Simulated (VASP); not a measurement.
# Na2S (Fm-3m) in VASP: further runs

The runs below take Na2S through single point, relaxation of cell and atoms, with PBEsol, RPBE.

All numbers are computed with VASP 6.6.1; they aren't measurements. Logs are shortened: lines on timing, memory, paths and dates and some standing lists are left out, and cuts for length are marked.

**1. Starting point**

It takes space group Fm-3m (No. 225, cubic). Conventional cell: a = 6.498 Å, b = 6.498 Å, c = 6.498 Å, α = 90.00°, β = 90.00°, γ = 90.00°. Na (site symmetry -43m) is surrounded by 4 S at 2.81 Å. Around S (site symmetry m-3m) lie 8 Na at 2.81 Å.

The cell comes from a database or a generator and needn't be the stable form of this composition.

**2. Single point, PBEsol**

Input file INCAR:

```
ALGO = Normal ; EDIFF = 1E-6
ENCUT = 520 ; GGA = PS
ISIF = 2 ; ISMEAR = 0
LASPH = T ; LCHARG = T
LELF = T ; LREAL = F
LVHAR = T ; LWAVE = F
NELM = 100 ; PREC = Accurate
SIGMA = 0.02
```

Input file KPOINTS:

```
k-points
0
Gamma
  8 8 8
```

Input file POSCAR:

```
Na2S
1.0
    0.0000000000      3.2491544900      3.2491544900
    3.2491544900      0.0000000000      3.2491544900
    3.2491544900      3.2491544900      0.0000000000
Na S
2 1
Direct
    0.2500000000      0.2500000000      0.2500000000
    0.7500000000      0.7500000000      0.7500000000
    0.0000000000      0.0000000000      0.0000000000
```

Potentials or basis: VASP PAW PBE potentials, release 64 (Na_pv, S).

Run with:

```sh
$ cat potpaw_PBE.64/Na_pv/POTCAR potpaw_PBE.64/S/POTCAR > POTCAR
$ mpirun -np 1 vasp_std > vasp.out
```

OUTCAR:

```text
EDIFF = 1E-6
   ENCUT = 520
   GGA = PS
   ISIF = 2
   ISMEAR = 0
   LASPH = T
   LREAL = F
   NELM = 100
   PREC = Accurate

 ion  position               nearest neighbor table
   1  0.250  0.250  0.250-
   2  0.750  0.750  0.750-
   3  0.000  0.000  0.000-

  LATTYP: Found a face centered cubic cell.
 ALAT       =     6.4983089800

  Lattice vectors:

 A1 = (   0.0000000000,   3.2491544900,   3.2491544900)
 A2 = (   3.2491544900,   0.0000000000,   3.2491544900)
 A3 = (   3.2491544900,   3.2491544900,   0.0000000000)

Analysis of symmetry for initial positions (statically):
=====================================================================
 Subroutine PRICEL returns:
 Original cell was already a primitive cell.

 Routine SETGRP: Setting up the symmetry group for a
 face centered cubic supercell.

 Subroutine GETGRP returns: Found 48 space group operations
 (whereof 48 operations were pure point group operations)
 out of a pool of 48 trial point group operations.

The static configuration has the point symmetry O_h .

Analysis of symmetry for dynamics (positions and initial velocities):
=====================================================================
 Subroutine PRICEL returns:
 Original cell was already a primitive cell.

 Routine SETGRP: Setting up the symmetry group for a
 face centered cubic supercell.

 Subroutine GETGRP returns: Found 48 space group operations
 (whereof 48 operations were pure point group operations)
 out of a pool of 48 trial point group operations.

The dynamic configuration has the point symmetry O_h .

 Subroutine INISYM returns: Found 48 space group operations
 (whereof 48 operations are pure point group operations),
 and found     1 'primitive' translations

----------------------------------------------------------------------------------------

                                     Primitive cell

  volume of cell :      68.6027

  direct lattice vectors                    reciprocal lattice vectors
     0.000000000  3.249154490  3.249154490    -0.153886188  0.153886188  0.153886188
     3.249154490  0.000000000  3.249154490     0.153886188 -0.153886188  0.153886188
     3.249154490  3.249154490  0.000000000     0.153886188  0.153886188 -0.153886188

  length of vectors
     4.594998346  4.594998346  4.594998346     0.266538697  0.266538697  0.266538697

  position of ions in fractional coordinates (direct lattice)
     0.250000000  0.250000000  0.250000000
     0.750000000  0.750000000  0.750000000
     0.000000000  0.000000000  0.000000000

  ion indices of the primitive-cell ions
   primitive index   ion index
                 1           1
                 2           2
                 3           3

----------------------------------------------------------------------------------------

 KPOINTS: k-points

Automatic generation of k-mesh.
 Grid dimensions read from file:
 generate k-points for:    8    8    8

 Generating k-lattice:

  Cartesian coordinates                     Fractional coordinates (reciprocal lattice)
    -0.019235774  0.019235774  0.019235774     0.125000000  0.000000000  0.000000000
     0.019235774 -0.019235774  0.019235774     0.000000000  0.125000000  0.000000000
     0.019235774  0.019235774 -0.019235774     0.000000000  0.000000000  0.125000000

  Length of vectors
     0.033317337  0.033317337  0.033317337

  Shift w.r.t. Gamma in fractional coordinates (k-lattice)
     0.000000000  0.000000000  0.000000000

 Subroutine IBZKPT returns following result:
 ===========================================

 Found     29 irreducible k-points:

 Following reciprocal coordinates:
            Coordinates               Weight
  0.000000  0.000000  0.000000      1.000000
  0.125000  0.000000  0.000000      8.000000
  0.250000  0.000000  0.000000      8.000000
  0.375000  0.000000  0.000000      8.000000
  0.500000  0.000000  0.000000      4.000000
  0.125000  0.125000  0.000000      6.000000
[... 16 lines left out ...]
  0.500000  0.250000  0.125000     48.000000
 -0.375000  0.250000  0.125000     24.000000
 [... further k-points ...]
   k-points           NKPTS =     29   k-points in BZ     NKDIM =     29   number of bands    NBANDS=     14
   number of dos      NEDOS =    301   number of ions     NIONS =      3
   total plane-waves  NPLWV =  46656
   dimension x,y,z NGX =    36 NGY =   36 NGZ =   36
   dimension x,y,z NGXF=    72 NGYF=   72 NGZF=   72
   ions per type =               2   1
   NGX,Y,Z   is equivalent  to a cutoff of  13.02, 13.02, 13.02 a.u.
   NGXF,Y,Z  is equivalent  to a cutoff of  26.05, 26.05, 26.05 a.u.
 SYSTEM =  unknown system
   PREC   = accura    normal or accurate (medium, high low for compatibility)
   ISTART =      0    job   : 0-new  1-cont  2-samecut
   ICHARG =      2    charge: 1-file 2-atom 10-const
   ISPIN  =      1    spin polarized calculation?
   LNONCOLLINEAR =      F non collinear calculations
   LSORBIT =      F    spin-orbit coupling
   LASPH  =      T    aspherical Exc in radial PAW
   ENCUT  =  520.0 eV  38.22 Ry    6.18 a.u.   8.54  8.54  8.54*2*pi/ulx,y,z
   NELM   =    100;   NELMIN=  2; NELMDL= -5     # of ELM steps
   EDIFF  = 0.1E-05   stopping-criterion for ELM
   LREAL  =      F    real-space projection
   EDIFFG = 0.1E-04   stopping-criterion for IOM
   NSW    =      0    number of steps for IOM
   IBRION =     -1    ionic relax: 0-MD 1-quasi-New 2-CG
   NFREE  =      0    steps in history (QN), initial steepest desc. (CG)
   ISIF   =      2    stress and relaxation
   ISYM   =      2    0-nonsym 1-usesym 2-fastsym
   POTIM  = 0.5000    time-step for ionic-motion
   TEBEG  =    0.0;   TEEND  =   0.0 temperature during run
   PSTRESS=    0.0 pullay stress
   NELECT =      20.0000    total number of electrons
   NUPDOWN=      -1.0000    fix difference up-down
   EMIN   =  10.00;   EMAX   =-10.00  energy-range for DOS
   EFERMI =   0.00;   METHOD = LEGACY
   ISMEAR =     0;   SIGMA  =   0.02  broadening in eV -4-tet -1-fermi 0-gaus
   EFERMI_NEDOS =   21; number of points for ismear=-14 and -15
   IALGO  =     38    algorithm
   IMIX   =      4    mixing-type and parameters
     AMIX     =   0.40;   BMIX     =  1.00
     AMIX_MAG =   1.60;   BMIX_MAG =  1.00
  volume/ion in A,a.u.               =      22.87       154.32
  Fermi-wavevector in a.u.,A,eV,Ry     =   1.085520  2.051335 16.032473  1.178354
  Thomas-Fermi vector in A             =   2.221635
   LORBIT       =      0    0 simple, 1 ext, 2 COOP (PROOUT), +10 PAW based schemes
   GGA     = PS    functional components
   LHFCALC =     F    Hartree Fock is set to
   AEXX    =    0.0000 exact exchange contribution
   IVDW    =     0    specifies the selected vdW correction
   LEPSILON=     F    determine dielectric tensor
   LRPA    =     F    only Hartree local field effects (RPA)
 non-spin polarized calculation
 Gauss-broadening in eV      SIGMA  =   0.02
  energy-cutoff  :      520.00
  volume of cell :       68.60
 maximum number of plane-waves:      1868
 NGX is ok and might be reduce to    36
   NGX = 17   NGY = 17   NGZ = 17

 number of electron      19.9999984 magnetization

 Free energy of the ion-electron system (eV)
  ---------------------------------------------------
  ext. energy  EPLUGINS =         0.00000000
  ---------------------------------------------------
  free energy    TOTEN  =       -10.37495525 eV

  energy without entropy =      -10.37495525  energy(sigma->0) =      -10.37495525

 E-fermi :   0.2795     XC(G=0):  -8.0286

 val. band max:        0.1951825486   @ k =   0.0000   0.0000   0.0000
 cond. band min:       2.6241965761   @ k =   0.0000   0.0000   0.0000
 fundamental gap:      2.4290140276
 Fermi energy:         0.2795108806

 k-point     1 :       0.0000    0.0000    0.0000
  band No.  band energies     occupation
      1     -21.8293      2.00000
      2     -21.8293      2.00000
      3     -21.8293      2.00000
      4     -21.7708      2.00000
      5     -21.7708      2.00000
      6     -21.7708      2.00000
      7      -9.9611      2.00000
      8       0.1952      2.00000
      9       0.1952      2.00000
     10       0.1952      2.00000
     11       2.6242      0.00000
     12       7.9244      0.00000
     13       7.9244      0.00000
     14       7.9244      0.00000

 k-point     2 :       0.1250    0.0000    0.0000
  band No.  band energies     occupation
      1     -21.8280      2.00000
      2     -21.8273      2.00000
      3     -21.8273      2.00000
      4     -21.7743      2.00000
      5     -21.7731      2.00000
      6     -21.7731      2.00000
      7      -9.9239      2.00000
      8      -0.1968      2.00000
      9       0.1742      2.00000
     10       0.1742      2.00000
     11       3.1182      0.00000
     12       7.7073      0.00000
     13       8.0182      0.00000
     14       8.0182      0.00000

 k-point     3 :       0.2500    0.0000    0.0000
  band No.  band energies     occupation
      1     -21.8238      2.00000
      2     -21.8213      2.00000
      3     -21.8213      2.00000
      4     -21.7834      2.00000
      5     -21.7798      2.00000
      6     -21.7798      2.00000
      7      -9.8319      2.00000
      8      -0.8519      2.00000
      9       0.1254      2.00000
     10       0.1254      2.00000
     11       4.0118      0.00000
     12       7.2414      0.00000
     13       7.8226      0.00000
     14       7.8226      0.00000
[... 324 lines left out ...]
 k-point    23 :       0.5000    0.2500    0.1250
  band No.  band energies     occupation
      1     -21.8401      2.00000
      2     -21.8266      2.00000
      3     -21.8147      2.00000
      4     -21.7901      2.00000
      5     -21.7815      2.00000
      6     -21.7660      2.00000
      7      -9.6868      2.00000
      8      -1.1904      2.00000
      9      -0.3836      2.00000
     10      -0.0423      2.00000
     11       5.1559      0.00000
     12       6.2906      0.00000
     13       7.3374      0.00000
     14       8.0909      0.00000

 k-point    24 :      -0.3750    0.2500    0.1250
  band No.  band energies     occupation
      1     -21.8388      2.00000
      2     -21.8337      2.00000
      3     -21.8028      2.00000
      4     -21.8026      2.00000
      5     -21.7722      2.00000
      6     -21.7711      2.00000
      7      -9.6545      2.00000
      8      -1.2757      2.00000
      9      -0.4504      2.00000
     10      -0.0854      2.00000
     11       5.4701      0.00000
     12       5.9317      0.00000
     13       7.6515      0.00000
     14       7.9760      0.00000

 [... further k-points ...]

------------------------ aborting loop because EDIFF is reached ----------------------------------------

  FORCE on cell =-STRESS in cart. coord.  units (eV):
  Direction    XX          YY          ZZ          XY          YZ          ZX
  --------------------------------------------------------------------------------------
  -------------------------------------------------------------------------------------
  Total        0.0439943      0.0439943      0.0439943      0.0000000     -0.0000000     -0.0000000
  in kB        1.0274631      1.0274631      1.0274631      0.0000000     -0.0000000     -0.0000000
  external PRESSURE =       1.0274631 kB  Pullay stress =       0.0000000 kB

 VOLUME and BASIS-vectors are now :
 -----------------------------------------------------------------------------
  energy-cutoff  :      520.00
  volume of cell :       68.60
      direct lattice vectors                 reciprocal lattice vectors
     0.000000000  3.249154490  3.249154490    -0.153886188  0.153886188  0.153886188
     3.249154490  0.000000000  3.249154490     0.153886188 -0.153886188  0.153886188
     3.249154490  3.249154490  0.000000000     0.153886188  0.153886188 -0.153886188

 POSITION                                       TOTAL-FORCE (eV/Angst)
 -----------------------------------------------------------------------------------
      1.62458      1.62458      1.62458        -0.000000      0.000000     -0.000000
      4.87373      4.87373      4.87373        -0.000000     -0.000000      0.000000
      0.00000      0.00000      0.00000         0.000000      0.000000      0.000000
 -----------------------------------------------------------------------------------
    total drift:                                0.000000      0.000000      0.000000

  FREE ENERGIE OF THE ION-ELECTRON SYSTEM (eV)
  ---------------------------------------------------
  free  energy   TOTEN  =       -10.3749552523 eV

  energy  without entropy=      -10.3749552523  energy(sigma->0) =      -10.37495525
```

Wall time 13 s (1 thread of Intel Xeon 6975P-C (Granite Rapids), shared host); peak memory 0.2 GiB.

What came out:

```
Free energy            : -10.3750 eV
Pressure               : 0.1 GPa
Band gap on the k mesh : 2.43 eV, direct
```

Caveat: the PAW data sets were made with another functional, which shifts forces and pressure a little. A k mesh can miss the band edges.

[end of part 1 of 2]
